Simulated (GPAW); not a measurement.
Runs of GPAW 26.7.0 on Sn. The structure is cubic, space group Im-3m (No. 229). The conventional cell has a = 3.789 Å, b = 3.789 Å, c = 3.789 Å, α = 90.00°, β = 90.00°, γ = 90.00°. Sn (site symmetry m-3m) has 8 Sn at 3.28 Å as nearest neighbours. This isn't the form of Sn at room conditions, which is tetragonal (white tin).

```csv
level,gap on the mesh (eV),pressure (GPa),relaxed volume (Å³/atom)
PBE+D3(BJ),none,0.1,(a)
PBE,none,0.0,27.44
r2SCAN,none,0.0,26.71
PBE+D4,none,0.1,26.04
```

Alike in all rows: task relaxation of cell and atoms; potentials or basis GPAW PAW data sets (gpaw-data 1.2.1), pw; no spin polarisation; cell relaxed; k mesh 10 × 10 × 10; cutoff (eV) 600; smearing fermi-dirac 0.05 eV.

Task: Estimate the missing entries.

Result: (a) 26.07.

Caveats: later steps reuse the first step's grids; pairwise dispersion overbinds metals, which lowers pressure and volume (some runs); the PAW data sets were made with another functional, which shifts forces and pressure a little (some runs).

A k mesh can miss the band edges, and the runs leave out spin-orbit coupling on Sn.

A gap of «none» marks a metal or a gap under the smearing width.
